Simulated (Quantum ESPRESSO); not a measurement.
The system is SrO.

```
Sr O
1.0
     0.00000    2.56630    2.56630
     2.56630    0.00000    2.56630
     2.56630    2.56630    0.00000
Sr O
1 1
Direct
  0.50000 0.50000 0.50000
  0.00000 0.00000 0.00000
```

Base run:

```yaml
Program: Quantum ESPRESSO 7.5
Functional: PBEsol
Potentials_or_basis: PseudoDojo 0.4.1 SR PBEsol standard
Cutoff: 1143 eV
Density_cutoff: 4572 eV
k_mesh: 9 × 9 × 9
Occupations: fermi-dirac, width 0.05 eV
Spin: no spin polarisation
```

Its results: band gap on the k mesh 3.27 eV, indirect (least direct gap 3.35 eV); pressure -0.8 GPa.

Question: The run is repeated on the same cell with these changes: functional from PBEsol to LDA; potentials or basis from PseudoDojo 0.4.1 SR PBEsol standard to PseudoDojo 0.4.1 SR LDA standard. What comes out?

Answer: Band gap on the k mesh 3.22 eV, indirect (least direct gap 3.30 eV); pressure -4.0 GPa.

A k mesh can miss the band edges.
